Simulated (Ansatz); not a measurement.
The system is BaTiO3.

```
Ba Ti O
1.0
     4.00730    0.00000    0.00000
     0.00000    4.00730    0.00000
     0.00000    0.00000    4.00730
Ba Ti O
1 1 3
Cartesian
  2.0398 1.8245 2.0304
  3.7818 0.2804 3.8242
  2.0859 0.0274 0.2221
  0.0507 1.9715 0.2113
  0.0563 3.9108 1.7266
```

The cell isn't the ideal one: all atoms moved at random, sigma 0.15 Å a component.

Base run:

```yaml
Program: Ansatz 0.2.0
Functional: r2SCAN
Potentials_or_basis: Ansatz PAW
Cutoff: "500 eV (not typed: the program's choice for these potentials)"
k_mesh: 7 × 7 × 7
Occupations: fermi-dirac, width 0.05 eV
Spin: no spin polarisation
Hubbard_terms: Ti d U = 3 eV
```

Its results: band gap on the k mesh 3.41 eV, indirect (least direct gap 3.56 eV); pressure 10.3 GPa; largest force 4.872 eV/Å.

Task: After a change of settings the same cell gave: band gap on the k mesh 3.91 eV, indirect (least direct gap 4.08 eV); pressure 13.0 GPa; largest force 5.697 eV/Å. Which change was it?
A. hubbard terms from Ti d U = 3 eV to none; hubbard projectors from ortho-atomic (the default) to none
B. hubbard terms from Ti d U = 3 eV to Ti d U = 4 eV
C. hubbard terms from Ti d U = 3 eV to Ti d U = 8 eV

Result: C.

Caveats: odd divisions of the mesh miss points on the zone boundary, where band edges often lie, so the gap on the mesh can be too wide; spin-orbit coupling is left out, which moves the levels of the heavy elements; the PAW data sets come from PBE, with cores solved anew for the run's functional, which leaves a small shift of forces and pressure; forces of over 1 eV/Å show positions far from the minimum, so gaps and moduli don't describe the material at rest; the density of states is complete only up to the lowest level of the last band computed.
